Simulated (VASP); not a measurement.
Wanted: the native input for a VASP 6.6.1 run.

* Task: single point
* Functional: PBE
* Potentials or basis: VASP PAW PBE potentials, release 64 (Ba_sv, S)
* Cutoff: 520 eV
* k mesh: 8 × 8 × 8
* Occupations: gaussian, width 0.01 eV
* Spin: no spin polarisation
* Dipole correction: no
* Further INCAR settings: ALGO = Normal; EDIFF = 1e-06; NBANDS = 15

The structure of BaS lies in POSCAR:

```
BaS
1.0
    0.0000000000      3.2143926808      3.2143926808
    3.2143926808      0.0000000000      3.2143926808
    3.2143926808      3.2143926808      0.0000000000
Ba S
1 1
Direct
    0.0000000000      0.0000000000      0.0000000000
    0.5000000000      0.5000000000      0.5000000000
```

The cell isn't the ideal one: cell and atoms relaxed tightly for response.

The input as run:

INCAR

```
PREC = Accurate
ENCUT = 520
EDIFF = 1E-6
ISMEAR = 0
SIGMA = 0.01
LREAL = F
LASPH = T
NELM = 80
ALGO = Normal
ISIF = 2
LWAVE = F
LCHARG = F
GGA = PE
NBANDS = 15
```

KPOINTS

```
Automatic mesh
0
Gamma
  8 8 8
```

Potentials or basis: VASP PAW PBE potentials, release 64 (Ba_sv, S).

Run with:

```console
$ cat potpaw_PBE.64/Ba_sv/POTCAR potpaw_PBE.64/S/POTCAR > POTCAR
$ mpirun -np 1 vasp_std > vasp.out
```

It gave:

The pressure is 0.5 GPa and the band gap on the k mesh is 2.14 eV, indirect (least direct gap 2.29 eV).

Caveat: spin-orbit coupling is left out, which moves the levels of the heavy elements.

It took 12 s on 1 thread of Intel(R) Xeon(R) 6975P-C (Granite Rapids), with other jobs on the host, peak memory 0.21 GiB.
